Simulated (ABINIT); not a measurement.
# BN (Qingsongite): bands and cutoff in G0W0 with ABINIT

Wanted: a converged G0W0 gap of BN (Qingsongite), or an estimate of the limit.

Program: ABINIT 10.8.3. Level of theory: PBE and many-body steps on it, plane waves. Results are calculated unless marked as measured.

### Step 1. Starting point

It takes space group F-43m (No. 216, cubic). Conventional cell: a = 3.615 Å, b = 3.615 Å, c = 3.615 Å, α = 90.00°, β = 90.00°, γ = 90.00°. B has 4 N at 1.57 Å nearest. Nearest to N lie 4 B at 1.57 Å. Farther neighbours and most contacts between anions are not listed.

The cell and positions come from the Crystallography Open Database and are kept as given unless a step says otherwise.

### Step 2. Empty states on the mesh, 8×8×8 mesh, 311 bands

This step: ABINIT 10.8.3; DFT, PBE, plane waves, norm-conserving pseudopotentials.

The sums over transitions need many empty states on a uniform mesh; this step solves for them.

Input file run.abi:

```
acell 3*1.0 Angstrom
rprim 
  -0.000000000000 1.807500000000 1.807500000000
  1.807500000000 0.000000000000 1.807500000000
  1.807500000000 1.807500000000 -0.000000000000
ntypat 2
znucl 5 7
natom 2
typat 1 2
xred 
  0.000000000000 0.000000000000 0.000000000000
  0.250000000000 0.250000000000 0.250000000000
pp_dirpath "pseudos"
pseudos "B.upf, N.upf"
ecut 36
ngkpt 8 8 8
nshiftk 1
shiftk 0 0 0
kptopt 1
chksymbreak 0
irdden 1
istwfk *1
nband 311
prtvol 0
optdriver 6
gwr_task "HDIAGO"
paral_kgb 0
occopt 1
indata_prefix "in"
outdata_prefix "out"
tmpdata_prefix "tmp"
```

Command:

```console
OMP_NUM_THREADS=1 mpirun -n 4 abinit run.abi > log
```

What it wrote:

```text
.Version 10.8.3 of ABINIT. v10.8.2 released Aug 2026.

 Symmetries : space group F-4 3 m (#216); Bravais cF (face-center cubic)
[... echo of the input left out ...]
== DATASET  1 ==================================================================
-   mpi_nproc: 4, omp_nthreads: 1 (-1 if OMP is not activated)

--- !DatasetInfo
iteration_state: {dtset: 1, }
dimensions: {natom: 2, nkpt: 29, mband: 311, nsppol: 1, nspinor: 1, nspden: 1, mpw: 869, }
cutoff_energies: {ecut:  36.0, pawecutdg:  -1.0, }
[...]
Indirect band gap semiconductor
 Fundamental gap:     4.535 (eV)
   VBM:     8.220 (eV) at k: [ 0.0000E+00,  0.0000E+00,  0.0000E+00]
   CBM:    12.755 (eV) at k: [ 5.0000E-01,  5.0000E-01,  0.0000E+00]
 Direct gap:         8.878 (eV) at k: [ 0.0000E+00,  0.0000E+00,  0.0000E+00]

== END DATASET(S) ==============================================================
================================================================================

 -outvars: echo values of variables after computation  --------
           etotal      0.0000000000E+00
            nband         311
             nkpt          29
          spgroup         216
 [... the other variables as echoed above ...]

 Calculation completed.
```

The job ended after 9.7 s (4 MPI ranks of Arm Neoverse V1, shared host; peak memory 0.34 GiB; 38 s of CPU time).

This step gave:

```yaml
gap: 4.535 eV
k_of_the_valence_top: 0, 0, 0
k_of_the_conduction_bottom: 0.5, 0.5, 0
least_direct_gap: 8.878 eV
k_points_computed: 29
lowest_point_of_the_top_converged_band_above_the_valence_top: 469.9290 eV
```

On this mesh the gap is 4.535 eV.

The density comes from a self-consistent run that is not shown.

### Step 3. Screening, 8×8×8 mesh, 63 bands, screening to 203.5 eV

The RPA dielectric matrix is built and inverted for each q.

This step: RPA screening on PBE, plane waves, norm-conserving pseudopotentials.

run.abi: that of step 2 with these lines changed.

```diff
@@ -20,10 +20,11 @@
 chksymbreak 0
-irdden 1
 istwfk *1
-nband 311
-prtvol 0
-optdriver 6
-gwr_task "HDIAGO"
-paral_kgb 0
 occopt 1
+irdwfk 1
+optdriver 3
+nband 63
+ecuteps 7.48
+inclvkb 2
+awtr 1
+symchi 1
 indata_prefix "in"
```

What it wrote:

```text
.Version 10.8.3 of ABINIT. v10.8.2 released Aug 2026.

 Symmetries : space group F-4 3 m (#216); Bravais cF (face-center cubic)
[... echo of the input left out ...]
== DATASET  1 ==================================================================
-   mpi_nproc: 4, omp_nthreads: 1 (-1 if OMP is not activated)

--- !DatasetInfo
iteration_state: {dtset: 1, }
dimensions: {natom: 2, nkpt: 29, mband: 63, nsppol: 1, nspinor: 1, nspden: 1, mpw: 869, }
cutoff_energies: {ecut:  36.0, pawecutdg:  -1.0, }
electrons: {nelect:   8.00000000E+00, charge:   0.00000000E+00, occopt:   1.00000000E+00, tsmear:   1.00000000E-02, }

 SCREENING: Calculation of the susceptibility and dielectric matrices

 Based on a program developped by R.W. Godby, V. Olevano, G. Onida, and L. Reining.
 Incorporated in ABINIT by V. Olevano, G.-M. Rignanese, and M. Torrent.
.Using double precision arithmetic ; gwpc =  8

[... cell and pseudopotentials left out ...]
--------------------------------------------------------------------------------

 ==== K-mesh for the wavefunctions ====
 Number of points in the irreducible wedge :    29
[... list of points left out ...]
 Together with 24 symmetry operations and time-reversal symmetry
 yields   512 points in the full Brillouin Zone.

 ==== Q-mesh for the screening function ====
 Number of points in the irreducible wedge :    29
[... list of points left out ...]
 Together with 24 symmetry operations and time-reversal symmetry
 yields   512 points in the full Brillouin Zone.

 setmesh: FFT mesh size selected  =    20x   20x   20
          total number of points  =         8000

 vcoul_init : cutoff-mode = AUXILIARY_FUNCTION
 q-points for optical limit:   1
     1)      0.000010    0.000020    0.000030

- screening: taking advantage of time-reversal symmetry
- Maximum band index for partially occupied states nbvw = 4
- Remaining bands to be divided among processors   nbcw = 59
- Number of bands treated by each node ~14

 Number of electrons calculated from density =    8.0000; Expected =    8.0000
 average of density, n =  0.100376
 r_s =    1.3348
 omega_plasma =   30.5612 [eV]

 calculating chi0 at frequencies [eV] :
  1    0.000000E+00    0.000000E+00
  2    0.000000E+00    3.056116E+01

--------------------------------------------------------------------------------
  q-point number  1        q = ( 0.000000, 0.000000, 0.000000) [r.l.u.]
--------------------------------------------------------------------------------
[... chi0 elements left out ...]
 For q-point:  0.000010 0.000020 0.000030
  dielectric constant =   4.3192
  dielectric constant without local fields =   4.6606

  Average fulfillment of the sum rule on Im[epsilon] for q-point    1 :     87.09  [%]
[... wings left out ...]
  q-point number  2        q = ( 0.125000, 0.000000, 0.000000) [r.l.u.]
--------------------------------------------------------------------------------
[... chi0 elements left out ...]
  Average fulfillment of the sum rule on Im[epsilon] for q-point    2 :     97.25  [%]

 [... 27 further q-points ...]
```

Wall time 38 s (4 MPI ranks); peak memory 0.62 GiB.

Numbers from this step:

```
ε∞ with local fields, on this mesh, along the program's q direction : 4.319
the same without local fields                                       : 4.661
plasma frequency                                                    : 30.56 eV
plane waves in the screening matrix                                 : 65
```

Local fields lower ε∞ by 7 %.

### Step 4. 63 bands, 203.5 eV

The self-energy is evaluated for the states that the input lists, and the levels follow from it, in one-shot runs by the linearised quasiparticle equation.

This step: G0W0 on PBE, plane waves, norm-conserving pseudopotentials.

run.abi: that of step 3 with these lines changed.

```diff
@@ -23,8 +23,19 @@
 irdwfk 1
-optdriver 3
+optdriver 4
 nband 63
+gwcalctyp 0
+ecutsigx 36
+symsigma 1
+nkptgw 3
+kptgw 
+  0.0000000000 0.0000000000 0.0000000000
+  0.5000000000 0.5000000000 0.0000000000
+  0.5000000000 0.0000000000 0.0000000000
+bdgw 
+  2 7
+  3 6
+  3 7
 ecuteps 7.48
-inclvkb 2
-awtr 1
-symchi 1
+irdscr 1
+ppmodel 1
 indata_prefix "in"
```

What it wrote:

```text
.Version 10.8.3 of ABINIT. v10.8.2 released Aug 2026.

 Symmetries : space group F-4 3 m (#216); Bravais cF (face-center cubic)
[... echo of the input left out ...]
== DATASET  1 ==================================================================
-   mpi_nproc: 4, omp_nthreads: 1 (-1 if OMP is not activated)

--- !DatasetInfo
iteration_state: {dtset: 1, }
dimensions: {natom: 2, nkpt: 29, mband: 63, nsppol: 1, nspinor: 1, nspden: 1, mpw: 869, }
cutoff_energies: {ecut:  36.0, pawecutdg:  -1.0, }
electrons: {nelect:   8.00000000E+00, charge:   0.00000000E+00, occopt:   1.00000000E+00, tsmear:   1.00000000E-02, }

 SIGMA: Calculation of the GW corrections

 Based on a program developped by R.W. Godby, V. Olevano, G. Onida, and L. Reining.
 Incorporated in ABINIT by V. Olevano, G.-M. Rignanese, and M. Torrent.
.Using double precision arithmetic ; gwpc =  8

[... cell and pseudopotentials left out ...]
--------------------------------------------------------------------------------

 ==== K-mesh for the wavefunctions ====
 Number of points in the irreducible wedge :    29
[... list of points left out ...]
 Together with 24 symmetry operations and time-reversal symmetry
 yields   512 points in the full Brillouin Zone.

 ==== Q-mesh for screening function ====
 Number of points in the irreducible wedge :    29
[... list of points left out ...]
 Together with 24 symmetry operations and time-reversal symmetry
 yields   512 points in the full Brillouin Zone.

 vcoul_init : cutoff-mode = AUXILIARY_FUNCTION
 q-points for optical limit:   1
     1)      0.000010    0.000020    0.000030
 setmesh: FFT mesh size selected  =    25x   25x   25
          total number of points  =        15625

 Number of electrons calculated from density =    8.0000; Expected =    8.0000
 average of density, n =  0.100376
 r_s =    1.3348
 omega_plasma =   30.5612 [eV]

 === KS Band Gaps ===
  >>>> For spin  1
   Minimum direct gap =   8.8782 [eV], located at k-point      :   0.0000  0.0000  0.0000
   Fundamental gap    =   4.5349 [eV], Top of valence bands at :   0.0000  0.0000  0.0000
                                       Bottom of conduction at :   0.5000  0.5000  0.0000
 SIGMA fundamental parameters:
 PLASMON POLE MODEL  1
 number of plane-waves for SigmaX                  869
 number of plane-waves for SigmaC and W             65
 number of plane-waves for wavefunctions           869
 number of bands                                    63
 number of independent spin polarizations            1
 number of spinorial components                      1
 number of k-points in IBZ                          29
 number of q-points in IBZ                          29
 number of symmetry operations                      24
 number of k-points in BZ                          512
 number of q-points in BZ                          512
 number of frequencies for dSigma/dE                 9
 frequency step for dSigma/dE [eV]                0.25
 number of omega for Sigma on real axis              0
 max omega for Sigma on real axis  [eV]           0.00
 zcut for avoiding poles [eV]                     0.10

 EPSILON^-1 parameters (SCR file):
 dimension of the eps^-1 matrix on file             65
 dimension of the eps^-1 matrix used                65
 number of plane-waves for wavefunctions           869
 number of bands                                    63
 number of q-points in IBZ                          29
 number of frequencies                               2
 number of real frequencies                          1
 number of imag frequencies                          1

 matrix elements of self-energy operator (all in [eV])

 Perturbative Calculation

--- !SelfEnergy_ee
iteration_state: {dtset: 1, }
kpoint     : [   0.000,    0.000,    0.000, ]
spin       : 1
KS_gap     :    8.878
QP_gap     :   10.877
Delta_QP_KS:    1.999
data: !SigmaeeData |
     Band     E0 <VxcDFT>   SigX SigC(E0)      Z dSigC/dE  Sig(E)    E-E0       E
        2   8.220 -18.520 -22.080   2.605   0.829  -0.207 -19.311  -0.792   7.429
        3   8.220 -18.520 -22.080   2.605   0.829  -0.207 -19.311  -0.792   7.429
        4   8.220 -18.520 -22.080   2.605   0.829  -0.207 -19.311  -0.792   7.429
        5  17.099 -13.778  -7.152  -5.195   0.843  -0.186 -12.571   1.207  18.305
        6  17.099 -13.778  -7.152  -5.195   0.843  -0.186 -12.571   1.207  18.305
        7  17.099 -13.778  -7.152  -5.195   0.843  -0.186 -12.571   1.207  18.305

--- !SelfEnergy_ee
iteration_state: {dtset: 1, }
kpoint     : [   0.500,    0.500,    0.000, ]
spin       : 1
KS_gap     :    9.442
QP_gap     :   11.368
Delta_QP_KS:    1.926
data: !SigmaeeData |
     Band     E0 <VxcDFT>   SigX SigC(E0)      Z dSigC/dE  Sig(E)    E-E0       E
[...]
--- !SelfEnergy_ee
iteration_state: {dtset: 1, }
kpoint     : [   0.500,    0.000,    0.000, ]
spin       : 1
KS_gap     :   12.154
QP_gap     :   14.049
Delta_QP_KS:    1.896
data: !SigmaeeData |
     Band     E0 <VxcDFT>   SigX SigC(E0)      Z dSigC/dE  Sig(E)    E-E0       E
[...]
5  18.431 -14.677  -8.165  -5.453   0.834  -0.198 -13.794   0.884  19.314
        6  18.999 -13.941  -6.909  -5.500   0.839  -0.192 -12.655   1.286  20.285
        7  18.999 -13.941  -6.909  -5.500   0.839  -0.192 -12.655   1.286  20.285

== END DATASET(S) ==============================================================
================================================================================

 -outvars: echo values of variables after computation  --------
           etotal      0.0000000000E+00
            nband          63
             nkpt          29
          spgroup         216
 [... the other variables as echoed above ...]

 Calculation completed.
```

The job ended after 5.3 s (4 MPI ranks; peak memory 0.57 GiB).

This step gave:

```
G0W0 gap on the points computed              : 5.958 eV
starting gap on the mesh                     : 4.535 eV
k of the valence top                         : 0, 0, 0
k of the conduction bottom                   : 0.5, 0.5, 0
Z at the valence top                         : 0.829
Z at the conduction bottom                   : 0.855
least direct G0W0 gap on the computed points : 10.88 eV
```

The gap on the mesh goes from 4.53 eV to 5.96 eV, a correction of +1.42 eV.

### Step 5. Screening, 8×8×8 mesh, 94 bands, screening to 269.4 eV

This step: RPA screening on PBE, plane waves, norm-conserving pseudopotentials.

run.abi: that of step 4 with these lines changed.

```diff
@@ -23,19 +23,8 @@
 irdwfk 1
-optdriver 4
-nband 63
-gwcalctyp 0
-ecutsigx 36
-symsigma 1
-nkptgw 3
-kptgw 
-  0.0000000000 0.0000000000 0.0000000000
-  0.5000000000 0.5000000000 0.0000000000
-  0.5000000000 0.0000000000 0.0000000000
-bdgw 
-  2 7
-  3 6
-  3 7
-ecuteps 7.48
-irdscr 1
-ppmodel 1
+optdriver 3
+nband 94
+ecuteps 9.9
+inclvkb 2
+awtr 1
+symchi 1
 indata_prefix "in"
```

What it wrote:

```text
.Version 10.8.3 of ABINIT. v10.8.2 released Aug 2026.

 Symmetries : space group F-4 3 m (#216); Bravais cF (face-center cubic)
[... echo of the input left out ...]
== DATASET  1 ==================================================================
-   mpi_nproc: 4, omp_nthreads: 1 (-1 if OMP is not activated)

--- !DatasetInfo
iteration_state: {dtset: 1, }
dimensions: {natom: 2, nkpt: 29, mband: 94, nsppol: 1, nspinor: 1, nspden: 1, mpw: 869, }
cutoff_energies: {ecut:  36.0, pawecutdg:  -1.0, }
electrons: {nelect:   8.00000000E+00, charge:   0.00000000E+00, occopt:   1.00000000E+00, tsmear:   1.00000000E-02, }

 SCREENING: Calculation of the susceptibility and dielectric matrices

 Based on a program developped by R.W. Godby, V. Olevano, G. Onida, and L. Reining.
 Incorporated in ABINIT by V. Olevano, G.-M. Rignanese, and M. Torrent.
.Using double precision arithmetic ; gwpc =  8

[... cell and pseudopotentials left out ...]
--------------------------------------------------------------------------------

 ==== K-mesh for the wavefunctions ====
 Number of points in the irreducible wedge :    29
[... list of points left out ...]
 Together with 24 symmetry operations and time-reversal symmetry
 yields   512 points in the full Brillouin Zone.

 ==== Q-mesh for the screening function ====
 Number of points in the irreducible wedge :    29
[... list of points left out ...]
 Together with 24 symmetry operations and time-reversal symmetry
 yields   512 points in the full Brillouin Zone.

 setmesh: FFT mesh size selected  =    20x   20x   20
          total number of points  =         8000

 vcoul_init : cutoff-mode = AUXILIARY_FUNCTION
 q-points for optical limit:   1
     1)      0.000010    0.000020    0.000030

- screening: taking advantage of time-reversal symmetry
- Maximum band index for partially occupied states nbvw = 4
- Remaining bands to be divided among processors   nbcw = 90
- Number of bands treated by each node ~22

 Number of electrons calculated from density =    8.0000; Expected =    8.0000
 average of density, n =  0.100376
 r_s =    1.3348
 omega_plasma =   30.5612 [eV]

 calculating chi0 at frequencies [eV] :
  1    0.000000E+00    0.000000E+00
  2    0.000000E+00    3.056116E+01

--------------------------------------------------------------------------------
  q-point number  1        q = ( 0.000000, 0.000000, 0.000000) [r.l.u.]
--------------------------------------------------------------------------------
[... chi0 elements left out ...]
 For q-point:  0.000010 0.000020 0.000030
  dielectric constant =   4.3119
  dielectric constant without local fields =   4.6610

  Average fulfillment of the sum rule on Im[epsilon] for q-point    1 :     92.91  [%]
[... wings left out ...]
  q-point number  2        q = ( 0.125000, 0.000000, 0.000000) [r.l.u.]
--------------------------------------------------------------------------------
[... chi0 elements left out ...]
  Average fulfillment of the sum rule on Im[epsilon] for q-point    2 :     99.22  [%]

 [... 27 further q-points ...]
```

It took 71 s on 4 MPI ranks; peak memory 0.78 GiB; 4.7 min of CPU time.

This step gave:

```yaml
eps_infinity_with_local_fields_on_this_mesh_along_the_program_s_q_direction: 4.312
the_same_without_local_fields: 4.661
plasma_frequency: 30.56 eV
plane_waves_in_the_screening_matrix: 113
```

[end of part 1 of 2]

[Paths, hosts, dates, memory and timing lines, banners, echoed tables and standing remarks are left out of the program output.]

[Logs are printed without paths, hosts, clocks, repeated set-up lines and the standing remarks that a program may print on its own settings, such as how far it seeks lower states.]

[Runs of the session that timed out or met a known fault of the program may be left out.]

[Hosts, paths, dates, database ids (printed as entryN), source tags and the programs' standing remarks are cut or masked in the printed files.]

[G0W0 gaps are taken among the corrected bands and points alone; a level outside them can change the order at an edge.]

[Where Ansatz stands beside ABINIT at settings called matched, ABINIT's density can come from a denser mesh and the files from another edition; pairs whose starting gaps differed by over 0.03 eV were left out, so agreement reads better than it is.]
